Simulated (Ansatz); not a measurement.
**Ti: a line through an energy map**

How does the energy of Ti (Fm-3m, No. 225; 1 atom in the cell) vary with volume per atom, at total spin moment of the cell, held fixed = 0.125 μB?

This is Ti in the fcc structure; at room conditions it is hcp.

Method: DFT PBE, scalar-relativistic, plane waves, PAW, in Ansatz 0.2.0.

27 further runs of the same task are left out: 27 set aside as unsound or not needed.

**1. The system as given**

The structure is cubic, space group Fm-3m (No. 225). The conventional cell has a = 4.112 Å, b = 4.112 Å, c = 4.112 Å, α = 90.00°, β = 90.00°, γ = 90.00°. Ti (site symmetry m-3m) is surrounded by 12 Ti at 2.91 Å.

Structure file:

```cif
data_structure
_symmetry_space_group_name_H-M 'Fm-3m'
_symmetry_Int_Tables_number 225
_cell_length_a 4.1120
_cell_length_b 4.1120
_cell_length_c 4.1120
_cell_angle_alpha 90.000
_cell_angle_beta 90.000
_cell_angle_gamma 90.000
_cell_volume 69.53
loop_
_atom_site_label
_atom_site_type_symbol
_atom_site_symmetry_multiplicity
_atom_site_Wyckoff_symbol
_atom_site_fract_x
_atom_site_fract_y
_atom_site_fract_z
_atom_site_occupancy
Ti1 Ti 4 a 0.00000 0.00000 0.00000 1
```

This cell was relaxed beforehand with the same method: volume 17.38 Å³/atom, gap on the mesh none (metal).

**2. The scan**

The energy is mapped over volume and a fixed ferromagnetic moment.

- volume per atom: 7 values from 14.25 to 20.51 Å³
- total spin moment of the cell, held fixed: 9 values from 0.000 to 1.000 μB

Nothing else is relaxed (shape and fractional coordinates fixed). Points are written as (first, second).

**3. Grid point (14.25 Å³, 0.125 μB)**

input.yaml

```yaml
crystal:
  lattice:
    - [0.0, 1.9243855913, 1.9243855913]
    - [1.9243855913, 0.0, 1.9243855913]
    - [1.9243855913, 1.9243855913, 0.0]
  atoms:
    - { symbol: Ti, position: [0.0, 0.0, 0.0], spin: 0.125 }
basis:
  ecutwfc: 520.0
kpoints:
  mp_grid: { grid: [20, 20, 20] }
hamiltonian:
  xc: pbe
  pseudopotentials: { kind: paw }
scf:
  occupations: { method: gaussian, width: 0.15 }
  lower_state_search: "off"
output:
  forces: true
  stress: true
  eigenvalues: true
  populations: true
magnetization:
  spin_polarized: true
  initial_magnetization: 0.125
  spin_locking: { lock_magnetization: hard }
```

Run with:

```console
ansatz run input.yaml --threads 1 --pin off --max-ram 2048MiB --backend cpu --events-out ev --progress --plain --runs-dir out
```

The log of the run:

```text
Warning: output.stress: scf.convergence.dr2_threshold = 1e-7 eV (the SCF's general default) is looser than the 1e-10 eV advised for a printed stress (1e-10 eV for each atom of the cell: 1). What an SCF threshold leaves in a stress goes as its square root, and in the free energy as the threshold itself, and one threshold admits the most on a small cell: of the crystals measured, under no hybrid functional and no lock of the moments, on runs that ended without the residual-converged pass, on stresses that held no estimate of that error, the worst erred by over 100 MPa in a component at 1e-7 eV an atom and by under 5 at 1e-10. Set scf.convergence.dr2_threshold to 1e-10 eV or tighter. The threshold is an SCF's pass mark: one that does not reach it within its budget of iterations ends unconverged, or closes short of it on a stop that the run arms, and scf.convergence.dr2_threshold's page says what that costs each kind of run
Warning: RAYON_NUM_THREADS=1 ignored (pool sized by the plan → 1); use --threads N
Engine: ansatz 0.2.0, aarch64-unknown-linux-gnu
Pseudopotentials: kind: paw
Pseudopotential: Ti, paw, valence charge 12, recommended cutoff 420 eV (normal), Ti.paw.azcp
Functional definition: PBE
  parameter kappa = 0.804
  parameter beta = 0.06672455060314922
  exchange = pbe_x(kappa = kappa, mu = beta*pi^2/3)
  correlation = pbe_c(beta = beta)
Crystal: 1 atoms, lattice volume = 14.253 Å³
Basis set: ecut = 520 eV, 387 PW (Γ), exchange–correlation on 48×48×48 points (8 copies of the dense FFT grid, shifted against one another)
Bands: 11, of which v1, the nominal top of the filled ones, is band 6 counted from 1 (5 counted from 0)
Symmetry: 48 space group operations
Space group: Fm-3m (ITA 225), of the structure as read, at distance tolerance 2.4e-5 Å
Magnetic group: BNS 225.116 (UNI 1618), of the structure as read, at distance tolerance 2.4e-5 Å
k-points: 256 of 8000
Non-local potential: Ti, projectors of the file, l = 0: 3, l = 1: 2, l = 2: 3, l = 3: 1
PAW form: soft (Blöchl's): semilocal exchange-correlation on the pseudo side does not see the compensation charge
PAW one-centre angular grid: Ti, 590 points (default); XC on 64 Gauss nodes
Initial density: superposition of atomic densities (chi_scale 0.1, normalization cell)
Starting moments: Σ|m| = 0.125 μB on 1 of 1 site
Initial wavefunctions: pseudopotential atomic-orbital guess
Functional: x = pbe(κ = 0.804, μ = 0.2195149727645171), c = pbe(β = 0.06672455060314922)
iter 1 solved again at ethr=3.09e-3 eV; its pass at ethr=3.10e-3 eV (dr2=3.71e-1 eV) is discarded
SCF iter   1: F=—  HF=-2499.488859 eV  |F-HF|=—  |Δ(HF+E_count)|=         —  Δρ=2.98e-2 (↑2.98e-2 ↓2.25e-2)  dr2=3.72e-1  dr2_m=2.07e-3  M=0.125 μB ∫|m|=0.125 μB  β_m=0.30  ethr=3.09e-3  ⟨swp⟩=1.0  Hψ=37796  notcnv=0
preconditioner: auto → none  [metal: Δε(μ)=0.006 eV  Ē_g=7.199 eV  σ=0.150 eV  W_gap=0.02  n_scr=0 (ndim 8)  ℏωp=19.7 eV  f_vac=0.000  D(μ)=1.28/eV (n_scr^D=14)]
SCF iter   2: F=—  HF=-2499.371942 eV  |F-HF|=—  |Δ(HF+E_count)|=   1.17e-1  Δρ=1.22e-2 (↑1.22e-2 ↓8.29e-3)  dr2=4.79e-2  dr2_m=9.69e-4  M=0.125 μB ∫|m|=0.125 μB  β_m=0.38  ethr=3.09e-3  ⟨swp⟩=2.4  Hψ=9504  notcnv=0  defer=6
SCF iter   3: F=—  HF=-2499.362348 eV  |F-HF|=—  |Δ(HF+E_count)|=   9.59e-3  Δρ=4.25e-3 (↑3.91e-3 ↓4.25e-3)  dr2=2.73e-3  dr2_m=2.80e-4  M=0.125 μB ∫|m|=0.125 μB  β_m=0.66  ethr=3.99e-4  ⟨swp⟩=2.6  Hψ=10194  notcnv=0  defer=9
SCF iter   4: F=—  HF=-2499.364013 eV  |F-HF|=—  |Δ(HF+E_count)|=   1.67e-3  Δρ=4.95e-4 (↑4.95e-4 ↓1.29e-4)  dr2=3.12e-5  dr2_m=6.20e-6  M=0.125 μB ∫|m|=0.125 μB  β_m=0.79  ethr=2.27e-5  ⟨swp⟩=2.8  Hψ=11347  notcnv=0  defer=40
SCF iter   5: F=—  HF=-2499.364016 eV  |F-HF|=—  |Δ(HF+E_count)|=   2.78e-6  Δρ=1.49e-4 (↑6.24e-5 ↓1.49e-4)  dr2=5.30e-6  dr2_m=3.48e-7  M=0.125 μB ∫|m|=0.125 μB  β_m=0.88  ethr=2.60e-7  ⟨swp⟩=2.0  Hψ=8653  notcnv=0  defer=40
iter 6 did not close the SCF: its close was put off for a magnetic moment that had not settled (scf_convergence_deferred on its scf_iter line)
SCF iter   6: F=-2499.364015 eV  HF=-2499.364015 eV  |F-HF|=7.82e-9  |Δ(HF+E_count)|=   1.27e-6  Δρ=2.25e-5 (↑8.75e-6 ↓2.25e-5)  dr2=5.70e-8  dr2_m=2.38e-8  M=0.125 μB ∫|m|=0.125 μB  β_m=0.94  ethr=8.33e-10  ⟨swp⟩=3.6  Hψ=24754  notcnv=0
iter 7 did not close the SCF: its close was put off for a magnetic moment that had not settled (scf_convergence_deferred on its scf_iter line)
SCF iter   7: F=-2499.364015 eV  HF=-2499.364015 eV  |F-HF|=7.56e-10  |Δ(HF+E_count)|=   2.73e-8  Δρ=2.69e-6 (↑1.34e-6 ↓2.69e-6)  dr2=3.17e-10  dr2_m=5.04e-10  M=0.125 μB ∫|m|=0.125 μB  β_m=0.97  ethr=4.75e-10  ⟨swp⟩=1.9  Hψ=17866  notcnv=0
SCF iter   8: F=-2499.364015 eV  HF=-2499.364015 eV  |F-HF|=7.73e-12  |Δ(HF+E_count)|=   1.20e-9  Δρ=2.58e-7 (↑1.59e-7 ↓2.58e-7)  dr2=6.94e-12  dr2_m=4.29e-12  M=0.125 μB ∫|m|=0.125 μB  ethr=2.64e-12  ⟨swp⟩=1.0  Hψ=15967  notcnv=0
the search or the solves at the SCF's close seem to have found levels that the self-consistency loop had missed (the run counts 3). By its estimate they hold under 1e-12 electrons; where the run keeps them, the occupations were computed again with them
SCF 1 converged in 8 iterations: F = -2499.364015 eV  dr2 = 6.94e-12
SCF converged after 8 iterations
Stability checked in part: among states of this total moment the steps that led to this state did not find it unstable. No probe was made; neither looks for a lower state of another moment (fixed_total_moment; see scf.lower_state_search)
Magnetization: 0.1250 μB (6.0625 up, 5.9375 down)
Absolute magnetization: 0.1250 μB (∫|ρ↑−ρ↓|, with the PAW one-centre terms)
Spin contamination: 0.0001 ħ² per cell (⟨S²⟩ above its minimum at these occupations)
Per-site moments (μB) at R_I (Å): [(0.09063190754754923, 1.1226155335113792)]
Free energy (F): -2499.364015 eV
Harris-Foulkes:  -2499.364015 eV  (|F-HF|=7.73e-12)
Internal energy: -2499.348913 eV  (E = F + TS)
E sigma→0 (E₀):  -2499.356464 eV
Entropy (-TS):   -0.015102 eV (-15.102 meV/atom)
Fermi energy:    16.679881 (↑ 16.725109, ↓ 16.634653) eV
--- Per-component energies (eV) ---
  E_band       = -114.067970
  E_kinetic    = 278.534425
  E_local      = -703.183704  (includes V_loc(G=0)·N_el)
  E_nonlocal   = 8.968534
  E_hartree    = 299.378071
  E_xc         = -99.235153
  E_vxc        = -124.346783  (∫ρ·V_xc dr)
  E_paw        = -1048.749933  (= ΣΔE_a)
  E_vpaw       = -172.796542  (= ΣTr[D̂ρ^β])
  E_aug_tail   = 0.000051  (compensation charges beyond the density's cutoff)
  E_ewald      = -1235.061203
  E_smearing   = -0.015102  (= −TS)
  E_closure    = 0.000000  (closes the sum)
  Σ components = -2499.364015   (vs F -2499.364015, Δ=0.00e0)
--- Forces (eV/Å), atoms counted from 1 ---
  atom   1  Ti    -0.00000000    -0.00000000     0.00000000
  max |Σ_I F_I| component: 9.45e-32 eV/Å
--- Stress (GPa, compression-positive) ---
       29.849421      -0.000000       0.000000
       -0.000000      29.849421       0.000000
        0.000000       0.000000      29.849421
  P = ⅓ Tr σ = 29.8494 GPa (298.494 kbar)
--- Band table (eV; the first three rows and the last of 512) ---
  k-point 0 ↑: bands = ["-39.7309", "-15.2935", "-15.2935", "-15.2935", "10.2070", "17.5973", "17.5973", "17.5973", "19.7566", "19.7566", "32.9492"]
  k-point 1 ↑: bands = ["-39.7244", "-15.3261", "-15.2974", "-15.2974", "10.3052", "17.5303", "17.6359", "17.6359", "19.7288", "19.7288", "33.0691"]
  k-point 2 ↑: bands = ["-39.7055", "-15.4200", "-15.3085", "-15.3085", "10.5924", "17.3467", "17.7394", "17.7394", "19.6615", "19.6615", "33.3782"]
  k-point 255 ↓: bands = ["-39.2944", "-16.0216", "-16.0216", "-15.6732", "14.6713", "16.2812", "16.2812", "19.3079", "21.6241", "27.0995", "27.0995"]
--- Löwdin populations: 1 site ---
  site symbol       q [e]    m [muB]
     0     Ti     11.9019     0.1178
  spilling = 0.008174 (of n_electrons = 12.000000)
```

Run time: 19 s. Hardware: 1 thread of Arm Neoverse N1, shared host; peak memory 0.37 GiB.

**4. The run at (15.30 Å³, 0.125 μB)**

Edit input.yaml of step 3 so:

```diff
@@ -2,5 +2,5 @@
   lattice:
-    - [0.0, 1.9243855913, 1.9243855913]
-    - [1.9243855913, 0.0, 1.9243855913]
-    - [1.9243855913, 1.9243855913, 0.0]
+    - [0.0, 1.9702256091, 1.9702256091]
+    - [1.9702256091, 0.0, 1.9702256091]
+    - [1.9702256091, 1.9702256091, 0.0]
   atoms:
```

Run with:

```console
ansatz run input.yaml --threads 1 --pin off --max-ram 2048MiB --backend cpu --events-out ev --progress --plain --runs-dir out
```

The log of the run:

```text
[... 35 lines left out ...]
SCF 1 converged in 8 iterations: F = -2499.515241 eV  dr2 = 1.09e-11
SCF converged after 8 iterations
Stability checked in part: among states of this total moment the steps that led to this state did not find it unstable. No probe was made; neither looks for a lower state of another moment (fixed_total_moment; see scf.lower_state_search)
Magnetization: 0.1250 μB (6.0625 up, 5.9375 down)
Absolute magnetization: 0.1250 μB (∫|ρ↑−ρ↓|)
Spin contamination: 0.0001 ħ² per cell (⟨S²⟩ above its minimum at these occupations)
Per-site moments (μB) at R_I (Å): [(0.09106608492734133, 1.149356908146155)]
Free energy (F): -2499.515241 eV
Harris-Foulkes:  -2499.515241 eV  (|F-HF|=9.09e-12)
Internal energy: -2499.498639 eV  (E = F + TS)
E sigma→0 (E₀):  -2499.506940 eV
Entropy (-TS):   -0.016601 eV (-16.601 meV/atom)
Fermi energy:    15.390929 (↑ 15.427969, ↓ 15.353889) eV
--- Per-component energies (eV) ---
  E_band       = -130.196289
  E_kinetic    = 276.229961
  E_local      = -742.731853  (includes V_loc(G=0)·N_el)
  E_nonlocal   = 8.592473
  E_hartree    = 311.608746
  E_xc         = -98.581687
  E_vxc        = -123.455951  (∫ρ·V_xc dr)
  E_paw        = -1048.290539  (= ΣΔE_a)
  E_vpaw       = -172.048354  (= ΣTr[D̂ρ^β])
  E_aug_tail   = 0.000059  (compensation charges beyond the density's cutoff)
  E_ewald      = -1206.325800
  E_smearing   = -0.016601  (= −TS)
  E_closure    = 0.000000  (closes the sum)
  Σ components = -2499.515241   (vs F -2499.515241, Δ=0.00e0)
--- Forces (eV/Å), atoms counted from 1 ---
  atom   1  Ti    -0.00000000     0.00000000    -0.00000000
  max |Σ_I F_I| component: 3.29e-32 eV/Å
--- Stress (GPa, compression-positive) ---
       17.183921       0.000000       0.000000
       -0.000000      17.183921       0.000000
       -0.000000      -0.000000      17.183921
  P = ⅓ Tr σ = 17.1839 GPa (171.839 kbar)
--- Band table (eV; the first three rows and the last of 512) ---
  k-point 0 ↑: bands = ["-41.1055", "-16.8038", "-16.8038", "-16.8038", "9.0187", "16.2869", "16.2869", "16.2869", "18.2541", "18.2541", "31.2684"]
  k-point 1 ↑: bands = ["-41.1006", "-16.8298", "-16.8069", "-16.8069", "9.1103", "16.2260", "16.3221", "16.3221", "18.2295", "18.2295", "31.3689"]
  k-point 2 ↑: bands = ["-41.0862", "-16.9048", "-16.8160", "-16.8160", "9.3787", "16.0580", "16.4167", "16.4167", "18.1702", "18.1702", "31.6168"]
  k-point 255 ↓: bands = ["-40.7571", "-17.3767", "-17.3767", "-17.0960", "13.5810", "15.0169", "15.0169", "17.8532", "19.9487", "25.0441", "25.0441"]
--- Löwdin populations: 1 site ---
  site symbol       q [e]    m [muB]
     0     Ti     11.8879     0.1167
  spilling = 0.009344 (of n_electrons = 12.000000)
```

It took 19 s on 1 thread of Arm Neoverse N1, shared host; peak memory 0.38 GiB.

**5. The run at (16.34 Å³, 0.125 μB)**

Edit input.yaml of step 4 so:

```diff
@@ -2,5 +2,5 @@
   lattice:
-    - [0.0, 1.9702256091, 1.9702256091]
-    - [1.9702256091, 0.0, 1.9702256091]
-    - [1.9702256091, 1.9702256091, 0.0]
+    - [0.0, 2.0140264001, 2.0140264001]
+    - [2.0140264001, 0.0, 2.0140264001]
+    - [2.0140264001, 2.0140264001, 0.0]
   atoms:
```

Run with:

```console
ansatz run input.yaml --threads 1 --pin off --max-ram 2048MiB --backend cpu --events-out ev --progress --plain --runs-dir out
```

The log of the run:

```text
[... 35 lines left out ...]
SCF 1 converged in 8 iterations: F = -2499.594223 eV  dr2 = 1.43e-11
SCF converged after 8 iterations
Stability checked in part: among states of this total moment the steps that led to this state did not find it unstable. No probe was made; neither looks for a lower state of another moment (fixed_total_moment; see scf.lower_state_search)
Magnetization: 0.1250 μB (6.0625 up, 5.9375 down)
Absolute magnetization: 0.1250 μB (∫|ρ↑−ρ↓|, with the PAW one-centre terms)
Spin contamination: 0.0001 ħ² per cell (⟨S²⟩ above its minimum at these occupations)
Per-site moments (μB) at R_I (Å): [(0.09148710424660836, 1.1749086731245386)]
Free energy (F): -2499.594223 eV
Harris-Foulkes:  -2499.594223 eV  (|F-HF|=1.14e-11)
Internal energy: -2499.576161 eV  (E = F + TS)
E sigma→0 (E₀):  -2499.585192 eV
Entropy (-TS):   -0.018061 eV (-18.061 meV/atom)
Fermi energy:    14.256961 (↑ 14.287138, ↓ 14.226785) eV
--- Per-component energies (eV) ---
  E_band       = -144.513050
  E_kinetic    = 274.234245
  E_local      = -779.296535  (includes V_loc(G=0)·N_el)
  E_nonlocal   = 8.331445
  E_hartree    = 323.159094
  E_xc         = -97.986307
  E_vxc        = -122.645210  (∫ρ·V_xc dr)
  E_paw        = -1047.927376  (= ΣΔE_a)
  E_vpaw       = -171.455098  (= ΣTr[D̂ρ^β])
  E_aug_tail   = 0.000052  (compensation charges beyond the density's cutoff)
  E_ewald      = -1180.090779
  E_smearing   = -0.018061  (= −TS)
  E_closure    = 0.000000  (closes the sum)
  Σ components = -2499.594223   (vs F -2499.594223, Δ=0.00e0)
--- Forces (eV/Å), atoms counted from 1 ---
  atom   1  Ti    -0.00000000     0.00000000     0.00000000
  max |Σ_I F_I| component: 4.31e-32 eV/Å
--- Stress (GPa, compression-positive) ---
        7.512155       0.000000      -0.000000
       -0.000000       7.512155      -0.000000
        0.000000       0.000000       7.512155
  P = ⅓ Tr σ = 7.5122 GPa (75.122 kbar)
--- Band table (eV; the first three rows and the last of 512) ---
  k-point 0 ↑: bands = ["-42.3398", "-18.1388", "-18.1388", "-18.1388", "8.0060", "15.1227", "15.1227", "15.1227", "16.9238", "16.9238", "29.7698"]
  k-point 1 ↑: bands = ["-42.3360", "-18.1598", "-18.1414", "-18.1414", "8.0919", "15.0671", "15.1550", "15.1550", "16.9020", "16.9020", "29.8530"]
  k-point 2 ↑: bands = ["-42.3249", "-18.2202", "-18.1488", "-18.1488", "8.3443", "14.9132", "15.2418", "15.2418", "16.8492", "16.8492", "30.0434"]
  k-point 255 ↓: bands = ["-42.0558", "-18.5915", "-18.5915", "-18.3634", "12.6180", "13.9057", "13.9057", "16.5650", "18.4699", "23.2476", "23.2476"]
--- Löwdin populations: 1 site ---
  site symbol       q [e]    m [muB]
     0     Ti     11.8737     0.1156
  spilling = 0.010525 (of n_electrons = 12.000000)
```

It took 19 s on 1 thread of Arm Neoverse N1, shared host; peak memory 0.37 GiB.

[end of part 1 of 2]
